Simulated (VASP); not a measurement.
Runs of VASP 6.6.1 on TiSi2. It takes space group Fddd (No. 70, orthorhombic). The conventional cell has a = 4.779 Å, b = 8.235 Å, c = 8.526 Å, α = 90.00°, β = 90.00°, γ = 90.00°. Ti (site symmetry 222) is surrounded by 10 Si at 2.55 to 2.78 Å. Around Si (site symmetry 2) lie 5 Si at 2.52 to 2.79 Å and 5 Ti at 2.55 to 2.78 Å. The cell is a database's computed one.

```csv
task,level,potentials or basis,cell,cutoff (eV),gap on the mesh (eV),pressure (GPa),relaxed volume (Å³/atom),largest force (eV/Å)
relaxation of cell and atoms,PBE,"VASP PAW PBE potentials, release 64 (Ti, Si)",relaxed,580,none,0.0,14.14,0.01
relaxation of cell and atoms,PBE,"VASP PAW PBE potentials, release 64 (Ti_pv, Si)",relaxed,600,none,0.0,14.17,0.01
band structure,PBE,"VASP PAW PBE potentials, release 64 (Ti, Si)",as given,500,-,(a),-,0.02
relaxation of cell and atoms,PBE,"VASP PAW PBE potentials, release 64 (Ti_sv_GW, Si_GW)",relaxed,680,none,0.0,14.14,0.01
band structure,r2SCAN,"VASP PAW PBE potentials, release 64 (Ti_sv, Si)",as given,520,-,0.1,-,0.02
```

Alike in all rows: no spin polarisation; k mesh 7 × 7 × 7; smearing fermi-dirac 0.05 eV.

Task: Fill in the values left out.

Result: (a) 1.9.

Caveats: the PAW data sets were made with another functional, which shifts forces and pressure a little (some runs).

A gap of «none» marks a metal or a gap under the smearing width.

The runs don't all hold the same shells in valence.
